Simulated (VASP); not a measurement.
Here is a VASP 6.6.1 calculation.

File INCAR:

```
SYSTEM = KBr
  PREC = Accurate
  ENCUT = 520
  EDIFF = 1E-7
  ISMEAR = 0
  SIGMA = 0.1
  LREAL = .FALSE.
  LASPH = .TRUE.
  NELM = 60
  ALGO = Normal
  ISIF = 2
  LWAVE = .FALSE.
  LCHARG = .FALSE.
  GGA = PE
  NBANDS = 15
```

File KPOINTS:

```
regular mesh
0
G
  4 4 4
  0 0 0
```

Contents of POSCAR:

```
KBr
1.0
    0.0000000000      3.2945408800      3.2945408800
    3.2945408800      0.0000000000      3.2945408800
    3.2945408800      3.2945408800      0.0000000000
K Br
1 1
Direct
    0.0000000000      0.0000000000      0.0000000000
    0.5000000000      0.5000000000      0.5000000000
```

Potentials or basis: VASP PAW PBE potentials, release 64 (K_sv, Br).

The run is started by

```sh
$ cat potpaw_PBE.64/K_sv/POTCAR potpaw_PBE.64/Br/POTCAR > POTCAR
$ mpirun -np 1 vasp_std > vasp.out
```

(1) Predict the band gap on the k mesh.

(2) Estimate the pressure.

## Answers

(1) 4.45 eV, direct.

(2) 0.8 GPa.
